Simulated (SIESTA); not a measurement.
Ni:

```
CELL_PARAMETERS angstrom
0.00000 1.73757 1.73757
1.73757 0.00000 1.73757
1.73757 1.73757 0.00000
ATOMIC_POSITIONS crystal
Ni 0.00000 0.00000 0.00000
```

Base run:

- Program: SIESTA 5.4.2
- Functional: PBE
- Potentials or basis: PseudoDojo 0.4 standard (PBE files)
- Basis: DZP (energy shift 0.003 Ry; two zetas on semicore shells)
- Grid cutoff: 800 Ry
- Energy shift: 0.003 Ry
- k mesh: 13 × 13 × 13
- Occupations: fermi-dirac, width 0.05 eV
- Spin: collinear spin, ferromagnetic start
- Starting moments: [1.0] μB

Its results: band gap on the k mesh none (metal or under the smearing width); pressure 8.4 GPa; net moment 0.63 μB per cell; site moments Ni +0.63 μB.

Q: The run is repeated on the same cell with these changes: functional from PBE to PBEsol; potentials or basis from PseudoDojo 0.4 standard (PBE files) to PseudoDojo 0.4 standard (PBEsol files). What comes out?

A: Band gap on the k mesh none (metal or under the smearing width); pressure -2.2 GPa; net moment 0.63 μB per cell; site moments Ni +0.63 μB.

Caveats: short orbitals over semicore shells can move pressures by several GPa; the basis of atomic orbitals isn't converged, which shifts pressures, moduli and gaps.
